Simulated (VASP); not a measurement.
Write the native input for VASP 6.6.1 that does the following.

| Property | Result |
| --- | --- |
| Task | relaxation of cell and atoms |
| Functional | PBEsol |
| Dispersion | D3(BJ) |
| Potentials or basis | VASP PAW PBE potentials, release 64 (P) |
| Cutoff | 350 eV |
| k mesh | 12 × 12 × 12 |
| Occupations | gaussian, width 0.02 eV |
| Spin | no spin polarisation |
| Target pressure | 7.4 GPa |
| Further INCAR settings | ALGO = Normal; EDIFF = 1e-07; IBRION = 2; EDIFFG = -0.002; NSW = 80; ISIF = 3 |
| Target pressure | 7.4 GPa |

The structure of P lies in POSCAR:

```
P                                       
1.0
    1.6688839591      0.9635306059      2.7165092409
   -1.6688839591      0.9635306059      2.7165092409
   -0.0000000000     -1.9270612005      2.7165092404
  P             
     2
Direct
     0.2440124648350624    0.2440124648350624    0.2440124648324072
     0.7559875351649377    0.7559875351649377    0.7559875351675930
```

This isn't the form of P at room conditions, which is orthorhombic.

These files were run (other wordings do the same):

INCAR

```
  ALGO = Normal
  EDIFF = 1E-7
  EDIFFG = -0.002
  ENCUT = 350
  GGA = PS
  IBRION = 2
  ISIF = 3
  ISMEAR = 0
  IVDW = 12
  LASPH = True
  LCHARG = False
  LREAL = False
  LWAVE = False
  NELM = 60
  NSW = 80
  PREC = Accurate
  PSTRESS = 74.0
  SIGMA = 0.02
```

KPOINTS

```
k-points
0
Gamma
  12 12 12
```

Potentials or basis: VASP PAW PBE potentials, release 64 (P).

Command:

```bash
$ cat potpaw_PBE.64/P/POTCAR > POTCAR
$ mpirun -np 1 vasp_std > vasp.out
```

It gave:

The relaxed volume is 13.10 Å³/atom and the relaxed cell is a = 3.330 Å, b = 3.330 Å, c = 3.330 Å, α = 60.15°, β = 60.15°, γ = 60.15°. The space group after relaxing (to 0.05 Å) is R-3m (No. 166), the energy change on relaxing (the enthalpy is what falls) is +0.3 meV/atom and the ionic steps are 7. The pressure after relaxing is 7.4 GPa, the band gap on the k mesh is none (metal or under the smearing width) and the dispersion energy per atom is -0.433 eV.

Caveat: the cell is relaxed towards a set pressure, so the enthalpy falls and the energy may rise; the PAW data sets were made with another functional, which shifts forces and pressure a little; pairwise dispersion overbinds metals, which lowers pressure and volume.

Run time: 19 s on 1 thread of Intel(R) Xeon(R) 6975P-C (Granite Rapids) (shared host), peak memory 0.14 GiB.
